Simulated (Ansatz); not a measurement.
Space group Fm-3m (No. 225). a = 4.418 Å, b = 4.418 Å, c = 4.418 Å, α = 90.00°, β = 90.00°, γ = 90.00°
| atom | site | symmetry | x | y | z |
| --- | --- | --- | --- | --- | --- |
| Hf | 4a | m-3m | 0.0000 | 0.0000 | 0.0000 |

Equation of state of this Hf structure (not necessarily the ground state), with shape and atoms relaxed at each volume where symmetry leaves them free. It has no gap at any of these volumes. Theory: Ansatz, DFT PBEsol, scalar-relativistic, plane waves, PAW.

Settings: cutoff 420 eV, Γ-centred mesh 16×16×16 on the computed 1-atom cell, Gaussian smearing of 0.10 eV; no spin polarisation.

```tsv
V (Å³/atom)	E − E(largest V) (meV/atom)	P (GPa)
20.266	3.44	7.39
20.913	-18.04	3.42
21.560	-24.44	-0.04
22.207	-17.83	-3.04
22.853	0.00	-5.66
```

Problem. Fit a third-order Birch–Murnaghan equation to E(V).

Solution. V0 = 21.54 Å³/atom, B0 = 108 GPa, B0' = 3.9.

Spin-orbit coupling is left out, which matters for the bands of heavy elements.

This fcc form isn't the element's structure at ambient conditions.